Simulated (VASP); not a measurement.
# NbP: heating or cooling by molecular dynamics

NbP, I4_1md (no. 109), 8 atoms in the cell. PBE, molecular dynamics; PAW potentials Nb_pv, P (PBE set).

Ensemble: ramp; Target temperature (K): 1200; Final target temperature (K): 1700; Thermostat: velocity scaling every 10 steps.

## Input

INCAR:
```
SYSTEM = NbP
GGA      = PE             ! functional
PREC     = Normal         ! precision mode
ENCUT    = 260            ! plane-wave cutoff, eV
EDIFF    = 1E-5           ! SCF threshold, eV
NELMIN   = 4            
NELM     = 60             ! most SCF steps
ALGO     = Fast           ! electronic algorithm
LREAL    = Auto         
LASPH    = .TRUE.         ! aspherical terms in the spheres
ISMEAR   = -1             ! smearing method
SIGMA    = 0.103          ! smearing width, eV
ISYM     = 0            
LWAVE    = .FALSE.        ! write WAVECAR
LCHARG   = .FALSE.        ! write CHGCAR
IBRION   = 0              ! ionic algorithm
NSW      = 232            ! ionic steps
POTIM    = 2.0            ! step
TEBEG    = 1200         
TEEND    = 1700         
ISIF     = 2              ! what is computed and relaxed
RANDOM_SEED= 999363 0 0   
MDALGO   = 0            
SMASS    = -1           
NBLOCK   = 10           
KPAR     = 4             
```

KPOINTS:
```
k-points
0
Monkhorst-Pack
  4 4 1
```

POSCAR:
```
NbP
1.0
    3.3498465088      0.0000000000      0.0000000000
    0.0000000000      3.3498465088      0.0000000000
    0.0000000000      0.0000000000     11.4802163518
Nb P
4 4
Direct
    0.5000000000      0.0000000000      0.9998808000
    0.0000000000      0.0000000000      0.2498808000
    0.0000000000      0.5000000000      0.4998808000
    0.5000000000      0.5000000000      0.7498808000
    0.0000000000      0.5000000000      0.0827477700
    0.0000000000      0.0000000000      0.8327477700
    0.5000000000      0.0000000000      0.5827477700
    0.5000000000      0.5000000000      0.3327477700
```

Commands:
```
cat potpaw_PBE.64/Nb_pv/POTCAR potpaw_PBE.64/P/POTCAR > POTCAR
mpirun -np 4 vasp_std > vasp.out
```

## Result

- Mean temperature (K): 1395
- Rise of the mean potential energy above the start (meV/atom): 167.9
- Mean pressure (GPa): 3.94
- Electronic steps per ionic step after the first: 5.2

Course of the run:

| Time (fs) | Temperature (K) | Potential energy less the first (meV/atom) |
|---|---|---|
| 2 | 1202 | 0.0 |
| 36 | 838 | 160.9 |
| 72 | 1051 | 217.9 |
| 106 | 1446 | 180.9 |
| 144 | 1420 | 115.7 |
| 180 | 744 | 181.8 |
| 214 | 1315 | 198.3 |
| 248 | 1423 | 182.7 |
| 282 | 1507 | 132.3 |
| 318 | 919 | 210.4 |
| 356 | 1959 | 243.8 |
| 390 | 1952 | 128.3 |
| 426 | 1697 | 164.4 |
| 460 | 949 | 256.0 |

REPORT:
```
RANDOM_SEED =            999363                0                0

           RANDOM_SEED =            999363                0                0

           RANDOM_SEED =            999363                0                0

           RANDOM_SEED =            999363                0                0

           RANDOM_SEED =            999363                0                0

           RANDOM_SEED =            999363                0                0

           RANDOM_SEED =            999363                0                0

           RANDOM_SEED =            999363                0                0

           RANDOM_SEED =            999363                0                0

           RANDOM_SEED =            999363                0                0

           RANDOM_SEED =            999363                0                0

           RANDOM_SEED =            999363                0                0

           RANDOM_SEED =            999363                0                0

           RANDOM_SEED =            999363                0                0

           RANDOM_SEED =            999363                0                0

           RANDOM_SEED =            999363                0                0

           RANDOM_SEED =            999363                0                0

           RANDOM_SEED =            999363                0                0

           RANDOM_SEED =            999363                0                0

           RANDOM_SEED =            999363                0                0

           RANDOM_SEED =            999363                0                0

           RANDOM_SEED =            999363                0                0

           RANDOM_SEED =            999363                0                0

           RANDOM_SEED =            999363                0                0
```

OSZICAR:
```
N       E                     dE             d eps       ncg     rms          rms(c)
DAV:   1     0.460471227904E+03    0.46047E+03   -0.21507E+04   616   0.106E+03
DAV:   2    -0.392257661032E+02   -0.49970E+03   -0.48782E+03   792   0.501E+02
DAV:   3    -0.735517513050E+02   -0.34326E+02   -0.32930E+02   904   0.119E+02
DAV:   4    -0.748816170714E+02   -0.13299E+01   -0.13021E+01   888   0.241E+01
DAV:   5    -0.749355986364E+02   -0.53982E-01   -0.53060E-01   968   0.496E+00    0.490E+01
RMM:   6    -0.697533650146E+02    0.51822E+01   -0.20442E+01   751   0.242E+01    0.152E+01
RMM:   7    -0.703123203950E+02   -0.55896E+00   -0.11015E+01   818   0.115E+01    0.690E+00
RMM:   8    -0.702136123496E+02    0.98708E-01   -0.74445E-01   780   0.409E+00    0.715E+00
RMM:   9    -0.700266810682E+02    0.18693E+00   -0.14784E+00   786   0.562E+00    0.240E+00
RMM:  10    -0.700159972180E+02    0.10684E-01   -0.10583E-01   757   0.216E+00    0.701E-01
RMM:  11    -0.700185287100E+02   -0.25315E-02   -0.31094E-02   805   0.739E-01    0.572E-01
RMM:  12    -0.700206180910E+02   -0.20894E-02   -0.13688E-02   825   0.391E-01    0.836E-01
[... left out ...]
    229 T=   977. E= -.67112501E+02 F= -.67996319E+02 E0= -.67960865E+02  EK= 0.88382E+00 SP= 0.00E+00 SK= 0.00E+00
[... last step whole ...]
       N       E                     dE             d eps       ncg     rms          rms(c)
DAV:   1    -0.679703211250E+02    0.25993E-01   -0.67741E-03   976   0.456E+00    0.591E-02
RMM:   2    -0.679707433280E+02   -0.42220E-03   -0.44048E-03   779   0.511E-01    0.360E-02
RMM:   3    -0.679708562245E+02   -0.11290E-03   -0.11248E-03   859   0.173E-01    0.363E-02
RMM:   4    -0.679708863356E+02   -0.30111E-04   -0.29957E-04   702   0.883E-02    0.312E-02
RMM:   5    -0.679708882055E+02   -0.18699E-05   -0.51180E-05   447   0.411E-02
    230 T=   949. E= -.67112228E+02 F= -.67970888E+02 E0= -.67934905E+02  EK= 0.85866E+00 SP= 0.00E+00 SK= 0.00E+00
```

Limits: 460 fs of 8 atoms are too short for converged averages; the cell is only 3.3 Å across, so each atom moves in step with near copies of itself.

VASP 6.6.1 took 241 s on 4 cores (Intel Xeon 6975P-C (Granite Rapids)), a shared host.
